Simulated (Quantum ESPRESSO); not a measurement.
Te2Pt:

```xyz
3
Lattice="4.0180 0.0000 0.0000 -2.0090 3.4797 0.0000 0.0000 0.0000 5.2120" Properties=species:S:1:pos:R:3 pbc="T T T"
Te    0.0000    2.3198    1.3030
Te    2.0090    1.1599    3.9090
Pt    0.0000    0.0000    0.0000
```

Base run:

```yaml
Program: Quantum ESPRESSO 7.5
Functional: revPBE
Potentials_or_basis: PseudoDojo 0.4.1 SR PBEsol standard
Cutoff: 1143 eV
Density_cutoff: 4572 eV
k_mesh: 6 × 6 × 4
Occupations: gaussian, width 0.05 eV
Spin: collinear spin, ferromagnetic start
Starting_moments: "[0.0, 0.0, 4.0] μB"
Hubbard_terms: Pt d U = 5 eV
```

Its results: band gap on the k mesh none (metal or under the smearing width); pressure 8.2 GPa; net moment 0.00 μB per cell; largest force 0.933 eV/Å.

Q: After a change of settings the same cell gave: band gap on the k mesh none (metal or under the smearing width); pressure 8.8 GPa; net moment 0.00 μB per cell; largest force 0.952 eV/Å. Which change was it?
A. functional from revPBE to RPBE
B. functional from revPBE to PBEsol
C. functional from revPBE to PBE
D. functional from revPBE to PW91

A: A.

Caveats: the potentials were made for another functional, which shifts forces and pressure; the U is typed as a test and isn't derived for this compound.
